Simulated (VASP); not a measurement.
**Stiffness of cubic ZnS**

The cell as given, ahead of any relaxation:

```
CELL_PARAMETERS angstrom
0.00000 2.70200 2.70200
2.70200 0.00000 2.70200
2.70200 2.70200 0.00000
ATOMIC_POSITIONS crystal
Zn 0.75000 0.75000 0.75000
S 0.00000 0.00000 0.00000
```

Constants in GPa on the cubic axes, for the cell relaxed at the run's level, with the atoms relaxed in the strained cells where symmetry lets them move; no spin polarisation, no spin-orbit coupling. Meshes are those of the run's cell of 2 atoms. Occupations: gaussian 0.02 eV (run 1); gaussian 0.05 eV (run 2). Space group F-43m.

```csv
run,level,program and potentials,k mesh,cell,C11,C12,C44
1,PBE,"VASP, PBE PAW files S, Zn, 600 eV",7 × 7 × 7,"relaxed, 20.21 Å³ an atom",96.8,55.9,46.0
2,r2SCAN,"VASP, PBE PAW files S, Zn, 600 eV (made for PBE)",7 × 7 × 7,"relaxed, 19.57 Å³ an atom",107.1,63.4,47.7
```

Task: For run 1, work out the bulk, shear and Young's moduli of a random polycrystal, Poisson's ratio and the anisotropy, and test the cell's stability.

Result: From the values as printed: B = (C11 + 2 C12)/3 = 69.5 GPa. Voigt: G_V = (C11 - C12 + 3 C44)/5 = 35.8; Reuss: G_R = 5 C44 (C11 - C12)/[4 C44 + 3 (C11 - C12)] = 30.7; Hill's mean, from the unrounded bounds, G = 33.2 GPa. Young's modulus E = 9BG/(3B + G) = 85.9 GPa, Poisson's ratio ν = (3B - 2G)/[2(3B + G)] = 0.294. Zener's ratio 2 C44/(C11 - C12) = 2.25, so the crystal is stiffest along ⟨111⟩ and softest along ⟨100⟩. C11 > |C12|, C11 + 2 C12 > 0 and C44 > 0 hold, so the cell is stable against small uniform strains, which says nothing of soft phonons. An equation of state at this level (VASP, PBE PAW files S, Zn, 520 eV; mesh 9 × 9 × 9) gives B0 = 69.3 GPa at its minimum of 20.21 Å³ an atom, against 20.21 here. Measured bulk modulus: 76.9 GPa (arxiv:0911.5022); the runs are for a static lattice. Over the runs shown B spans 69.5 to 78.0 GPa and C44 46.0 to 47.7.

Cubic ZnS resists compression much better than shear, and its shear stiffness depends strongly on direction. Both follow from the open tetrahedral network. Strain along ⟨100⟩ is taken up largely by bending the angles between bonds, which costs little in a partly ionic crystal whose directional forces are weaker than those of a purely covalent one. Pulling along ⟨111⟩ stretches one set of Zn–S bonds head-on, hence the stiffer response.

PBE gives a bulk modulus below the measured 76.9 GPa, in line with its usual tendency to make bonds too long and too soft. Lattice vibrations normally soften a crystal further, so including them would probably widen this gap. The r2SCAN cell is smaller and its bulk modulus higher, while C44 hardly moves; this suggests that the choice of functional acts mainly on the resistance to compression, through the equilibrium bond length. The elastic stability found here doesn't settle whether zinc blende or wurtzite is the ground state.
